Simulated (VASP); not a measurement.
# NaF (Villiaumite): relaxation of cell and atoms with LDA

The system is NaF (Villiaumite).

```xyz
2
Lattice="0.0000 2.3200 2.3200 2.3200 0.0000 2.3200 2.3200 2.3200 0.0000" Properties=species:S:1:pos:R:3 pbc="T T T"
Na    0.0000    0.0000    0.0000
F     2.3200    2.3200    2.3200
```

```
Program                : VASP 6.6.1
Task                   : relaxation of cell and atoms
Functional             : LDA
Potentials or basis    : VASP PAW LDA potentials, release 64 (Na_pv, F)
Cutoff                 : 600 eV
k mesh                 : 10 × 10 × 10
Occupations            : gaussian, width 0.03 eV
Spin                   : no spin polarisation
Further INCAR settings : ALGO = Normal; EDIFF = 1e-06; IBRION = 2; EDIFFG = -0.01; NSW = 90; ISIF = 3
```

```
Relaxed volume                         : 11.38 Å³/atom
Relaxed cell                           : a = 3.181 Å, b = 3.181 Å, c = 3.181 Å, α = 60.00°, β = 60.00°, γ = 60.00°
Space group after relaxing (to 0.05 Å) : Fm-3m (No. 225)
Energy gained by relaxing              : 17.9 meV/atom
Ionic steps                            : 3
Pressure after relaxing                : -0.1 GPa
Band gap on the k mesh                 : 6.46 eV, direct
```

Step by step:
```
step  energy change (eV)  largest force (eV/Å)  pressure (GPa)  volume (Å³)
   1              0.0000                0.0000           -4.71        24.97
   2             -0.0288                0.0000           -2.29        23.67
   3             -0.0358                0.0000           -0.08        22.75
```

Final structure:
```cif
data_structure
_symmetry_space_group_name_H-M 'P 1'
_symmetry_Int_Tables_number 1
_cell_length_a 3.1807
_cell_length_b 3.1807
_cell_length_c 3.1807
_cell_angle_alpha 60.000
_cell_angle_beta 60.000
_cell_angle_gamma 60.000
_cell_volume 22.75
loop_
_atom_site_label
_atom_site_type_symbol
_atom_site_fract_x
_atom_site_fract_y
_atom_site_fract_z
_atom_site_occupancy
Na1 Na 0.00000 0.00000 0.00000 1
F1 F 0.50000 0.50000 0.50000 1
```

Levels at points of the mesh, in eV from the valence-band top:
```
           k point  band 4  band 5  band 6  band 7  band 8  band 9  band 10  band 11
(0.00, 0.00, 0.00)  -18.51    0.00    0.00    0.00    6.46   19.16    19.16    19.16
(0.50, 0.00, 0.00)  -17.59   -1.87   -0.32   -0.32   10.94   12.86    20.64    20.64
(0.50, 0.50, 0.00)  -18.58   -1.47   -0.46   -0.46   13.12   13.50    14.14    20.49
```

It took 61 s on 1 thread of Intel(R) Xeon(R) Platinum 8375C CPU @ 2.90GHz (Ice Lake), with other jobs on the host, peak memory 0.14 GiB.

A k mesh can miss the band edges. LDA usually gives volumes a few per cent too small.
